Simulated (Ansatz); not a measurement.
## Ionic part of the dielectric constant of HfO2 at 1 GPa, mode by mode

All numbers below come from Ansatz 0.2.0, DFT PBEsol, scalar-relativistic, plane waves, PAW. Plane waves to 420 eV; Γ-centred k mesh 8×8×8; fixed occupations. No spin polarisation. Phonons by linear response, acoustic sum rule imposed.

The structure is cubic, space group Fm-3m (No. 225). The conventional cell has a = 5.037 Å, b = 5.037 Å, c = 5.037 Å, α = 90.00°, β = 90.00°, γ = 90.00°. Hf (site symmetry m-3m) is surrounded by 8 O at 2.18 Å. O (site symmetry -43m) is surrounded by 4 Hf at 2.18 Å.

Spin–orbit coupling is left out, which matters for heavy elements.

The primitive cell has V = 31.96 Å³ and ε∞,zz = 5.377. Each polar mode adds Δε = (4.92064×10⁷/V)·S/ν² along z, with S its oscillator strength in e²/amu, ν in cm⁻¹ and V in Å³.

Problem. From these modes, find each Δε and ε0,zz.
```json
{"ν (cm⁻¹)": "239.8", "S_zz (e²/amu)": "1.141"}
```

Solution.
| ν (cm⁻¹) | Δε |
| --- | --- |
| 239.8 | 30.53 |

The sum is 30.527, so ε0,zz = 35.90; the run's tensor has 35.90.

Problem. Where do the longitudinal modes lie for a wave vector along z?

Solution. At 620 cm⁻¹. The Lyddane–Sachs–Teller product Π(ν_LO/ν_TO)² = 6.68 matches ε0/ε∞ = 6.68.

This fluorite-type form isn't the usual stable structure of the compound.

Cost: 1 run of about 0.2 core-minutes, on AMD EPYC 9R45 (Zen 5) (shared hosts).